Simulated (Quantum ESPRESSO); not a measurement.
A calculation with Quantum ESPRESSO 7.5 of Ge (native input, structure typed inline):

The input pw.in:

```
&CONTROL
  calculation = 'scf'
  prefix = 'pwscf'
  outdir = './tmp'
  pseudo_dir = './pseudo'
  tprnfor = .true.
  tstress = .true.
  disk_io = 'low'
/
&SYSTEM
  ibrav = 0
  celldm(1) = 8
  nat = 2
  ntyp = 1
  ecutwfc = 55
  ecutrho = 440
  nbnd = 21
  occupations = 'smearing'
  smearing = 'fd'
  degauss = 0.00367493
/
&ELECTRONS
  conv_thr = 4d-10
  electron_maxstep = 120
  mixing_beta = 0.5
/
ATOMIC_SPECIES
Ge    72.6300 ge_pbe_v1.4.uspp.F.UPF
CELL_PARAMETERS alat
  0.3515015608998  -0.6129065926640   0.0000000000000
  0.3515015608998   0.6129065926640   0.0000000000000
  0.0000000000000   0.0000000000000   1.1167326588792
ATOMIC_POSITIONS crystal
Ge     0.3334466300    0.6665533700    0.2500000000
Ge     0.6665533700    0.3334466300    0.7500000000
K_POINTS automatic
10 10 6 0 0 0
```

Contents of pp_density.in:

```
&INPUTPP
  prefix = 'pwscf'
  outdir = './tmp'
  filplot = 'density.dat'
  plot_num = 0
/
&PLOT
  nfile = 1
  filepp(1) = 'density.dat'
  iflag = 3
  output_format = 6
  fileout = 'density.cube'
/
```

The input pp_potential.in:

```
&INPUTPP
  prefix = 'pwscf'
  outdir = './tmp'
  filplot = 'potential.dat'
  plot_num = 11
/
&PLOT
  nfile = 1
  filepp(1) = 'potential.dat'
  iflag = 3
  output_format = 6
  fileout = 'potential.cube'
/
```

Potentials or basis: SSSP 1.3 efficiency PBE.

Command:

```console
$ OMP_NUM_THREADS=1 pw.x -in pw.in > pw.out
$ OMP_NUM_THREADS=1 pp.x -in pp_density.in > pp_density.out
$ OMP_NUM_THREADS=1 pp.x -in pp_potential.in > pp_potential.out
```

This isn't the form of Ge at room conditions, which is diamond.

Write the same calculation in another form: ASE script, structure from a POSCAR.

As run:

File run.py:

```python
import numpy as np
from ase.calculators.espresso import Espresso, EspressoProfile
from ase.io import read

atoms = read('POSCAR')

input_data = {
    'control': {'calculation': 'scf', 'prefix': 'pwscf', 'outdir': './tmp', 'tprnfor': True, 'tstress': True, 'disk_io': 'nowf'},
    'system': {'ecutwfc': 55.0, 'ecutrho': 440.0, 'nbnd': 21, 'occupations': 'smearing', 'smearing': 'fd', 'degauss': 0.00367493},
    'electrons': {'conv_thr': 4e-10, 'electron_maxstep': 120, 'mixing_beta': 0.5},
}
pseudopotentials = {'Ge': 'ge_pbe_v1.4.uspp.F.UPF'}
profile = EspressoProfile(command='pw.x', pseudo_dir='pseudo')
dft = Espresso(profile=profile, input_data=input_data, pseudopotentials=pseudopotentials, kpts=(10, 10, 6), koffset=(0, 0, 0))
atoms.calc = dft

print(f'energy {atoms.get_potential_energy():.8f} eV')
print('forces (eV/A)')
print(np.round(atoms.get_forces(), 6))
print('stress (eV/A^3, Voigt)')
print(np.round(atoms.get_stress(), 8))
print(f'Fermi level {dft.get_fermi_level():.4f} eV')
```

File POSCAR:

```
Ge
1.0
    1.4880529250     -2.5946896100      0.0000000000
    1.4880529250      2.5946896100      0.0000000000
    0.0000000000      0.0000000000      4.7275957900
Ge
2
Direct
    0.3334466300      0.6665533700      0.2500000000
    0.6665533700      0.3334466300      0.7500000000
```

Potentials or basis: SSSP 1.3 efficiency PBE.

Run with:

```console
$ OMP_NUM_THREADS=1 python run.py
```

Both were run:

|  | native input, structure typed inline | ASE script, structure from a POSCAR |
| --- | --- | --- |
| Pressure | 4.2 GPa | 4.2 GPa |
| Band gap on the k mesh | none (metal or under the smearing width) | none (metal or under the smearing width) |

Keys that steer only the numerical path or the files written may differ.
